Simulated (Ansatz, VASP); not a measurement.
This is a calculation of Fe for VASP 6.6.1.

Contents of INCAR:

```
  PREC = Accurate
  ENCUT = 520
  EDIFF = 1E-6
  ISMEAR = -1
  SIGMA = 0.05
  LREAL = F
  LASPH = T
  NELM = 150
  ALGO = Fast
  ISIF = 2
  LWAVE = F
  LCHARG = F
  ISPIN = 2
  MAGMOM = 3
  LORBIT = 11
  LMAXMIX = 4
  GGA = PS
  NBANDS = 14
```

KPOINTS

```
Automatic mesh
0
Gamma
  13 13 13
```

POSCAR

```
Fe
1.0
    0.0000000000      1.9545992686      1.9781194830
    1.5083634409      0.0000000000      1.9781194830
    1.5083634409      1.9545992686      0.0000000000
Fe
1
Direct
    0.0000000000      0.0000000000      0.0000000000
```

Potentials or basis: VASP PAW PBE potentials, release 64 (Fe).

Run with:

```sh
$ cat potpaw_PBE.64/Fe/POTCAR > POTCAR
$ mpirun -np 1 vasp_std > vasp.out
```

Q: Set up the same calculation for Ansatz 0.2.0. Potentials there: Ansatz PAW.

A: As run (the cutoff follows the program's own potentials):

The input input.yaml:

```yaml
crystal:
  lattice:
    - [0.0, 1.9545992686, 1.978119483]
    - [1.5083634409, 0.0, 1.978119483]
    - [1.5083634409, 1.9545992686, 0.0]
  atoms:
    - { symbol: Fe, position: [0.0, 0.0, 0.0], spin: 3.0 }
hamiltonian:
  xc: pbesol
  pseudopotentials: { kind: paw }
magnetization:
  spin_polarized: true
kpoints:
  mp_grid: { grid: [13, 13, 13] }
scf:
  occupations: { method: fermi_dirac, width: 0.05 }
output:
  forces: true
  stress: true
  eigenvalues: true
```

Potentials or basis: Ansatz PAW.

Run with:

```console
$ ansatz run input.yaml --threads 1 --pin off --max-ram 3584MiB --backend cpu --events-out ev --progress --plain --runs-dir out
```

Both were run:

|  | VASP | Ansatz | Ansatz less VASP |
| --- | --- | --- | --- |
| gap on the k mesh at the Fermi level (eV) | none | none | - |
| pressure (GPa) | -13.1 | -13.2 | -0.11 |
| largest component of the traceless stress (GPa) | 4.40 | 4.49 | +0.089 |
| net moment per atom (μB) | 2.25 | 2.23 | -0.025 |
| size of the moment on the site where the two differ most (μB) | 2.25 | 2.27 | +0.019 |

Site moments also hang on the region over which each program counts them. A gap of «none» marks a metal or a gap that the smearing closes. The functional is the same, so the differences come from potentials, cutoffs and numerics. The two sets of potentials don't hold the same shells in valence.

Caveats: the PAW data sets were made with another functional, which shifts forces and pressure a little (VASP); the PAW data sets come from PBE, with cores solved anew for the run's functional, which leaves a small shift of forces and pressure (Ansatz).
